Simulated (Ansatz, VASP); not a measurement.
## One calculation of InSb, two programs

Contents of INCAR:

```
PREC = Accurate ; ENCUT = 520
EDIFF = 1E-6 ; ISMEAR = 0
SIGMA = 0.1 ; LREAL = False
LASPH = True ; NELM = 100
ALGO = Normal ; ISIF = 2
LWAVE = False ; LCHARG = True
GGA = PE ; LELF = True
LVHAR = True ; NBANDS = 16
```

File KPOINTS:

```
Automatic mesh
0
Gamma
  12 12 12
```

File POSCAR:

```
InSb
1.0
    0.0000000000      3.2839133532      3.2839133532
    3.2839133532      0.0000000000      3.2839133532
    3.2839133532      3.2839133532      0.0000000000
In Sb
1 1
Direct
    0.0000000000      0.0000000000      0.0000000000
    0.2500000000      0.2500000000      0.2500000000
```

Input for Ansatz:

```yaml
crystal:
  lattice:
    - [0.0, 3.2839133529, 3.2839133529]
    - [3.2839133529, 0.0, 3.2839133529]
    - [3.2839133529, 3.2839133529, 0.0]
  atoms:
    - { symbol: In, position: [0.0, 0.0, 0.0] }
    - { symbol: Sb, position: [0.25, 0.25, 0.25] }
basis:
  ecutwfc: 420
kpoints:
  mp_grid: { grid: [12, 12, 12] }
hamiltonian:
  xc: pbe
scf:
  occupations: { method: gaussian, width: 0.1 }
output:
  forces: true
  stress: true
  eigenvalues: true
```

Alike in both runs: task single point; functional PBE; k mesh 12 × 12 × 12; occupations gaussian, width 0.1 eV; no spin polarisation.

```csv
,VASP,Ansatz
version,VASP 6.6.1,Ansatz 0.2.0
potentials or method,"VASP PAW PBE potentials, release 64 (In_d, Sb)","scalar-relativistic, plane waves, PAW"
plane-wave cutoff (eV),520,420
valence electrons in the cell,18,28
```

```tsv
	VASP	Ansatz	Ansatz less VASP
gap on the k mesh at the Fermi level (eV)	none	none	-
pressure (GPa)	1.2	1.2	+0.03
```

A gap of «none» marks a metal or a gap that the smearing closes. The functional is the same, so the differences come from potentials, cutoffs and numerics. The two sets of potentials don't hold the same shells in valence.

Spin-orbit coupling is left out, which matters for the levels of Sb.
